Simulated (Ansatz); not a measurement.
# Two Ansatz runs on Si$_{2}$W

The cell comes from COD entry 1532195, which wasn't checked; take it as a given geometry. The listed cell was then made from it by scaling, straining or moving an atom.

First run: DFT, PBE, PAW with Ansatz's default frozen-core files, scalar-relativistic (Ansatz 0.2.0).

Command: `ansatz run input.yaml --threads 1 --pin off --max-ram 3072MiB --backend cpu --events-out ev --progress --plain --runs-dir out` The run took 100 s on 1 thread of AMD EPYC 7R43 64-Core Processor (Zen 3), with other jobs on the host, peak memory 0.73 GiB.

```yaml
crystal:
  lattice:
    - [-1.6069, 1.6069, 3.91495]
    - [1.6069, -1.6069, 3.91495]
    - [1.6069, 1.6069, -3.91495]
  atoms:
    - { symbol: Si, position: [0.32991122, 0.33081796, 0.00353619] }
    - { symbol: Si, position: [0.68287186, 0.66235545, 0.01284356] }
    - { symbol: W, position: [-0.00755087, 0.0008153, -0.01142587] }
kpoints:
  mp_grid: { grid: [10, 10, 10] }
scf:
  occupations: { method: fermi_dirac, width: 0.05 }
hamiltonian:
  xc: pbe
  pseudopotentials: { kind: paw }
output:
  forces: true
  stress: true
  efg: { contact_densities: true }
  write_density: true
  write_potential: true
  elf: true
  volumetric_format: npy
relax:
  f_tol: 0.01
  max_steps: 80
  cell: {}
```

Result: converged; relaxed volume 13.674 Å³/atom; 25 SCF iterations in all.

Spin–orbit coupling is left out, though it moves levels of the heavy atoms by tenths of an eV or more.

The input is then changed:

```diff
@@ -11,5 +11,5 @@
   mp_grid: { grid: [10, 10, 10] }
 scf:
-  occupations: { method: fermi_dirac, width: 0.05 }
+  occupations: { method: methfessel_paxton, width: 0.05 }
 hamiltonian:
   xc: pbe
```

**Question.** What does the second run give?

**Answer.** It converged; energy at zero smearing +0.1 meV/atom from the first run; relaxed volume 13.677 Å³/atom; 24 SCF iterations in all.
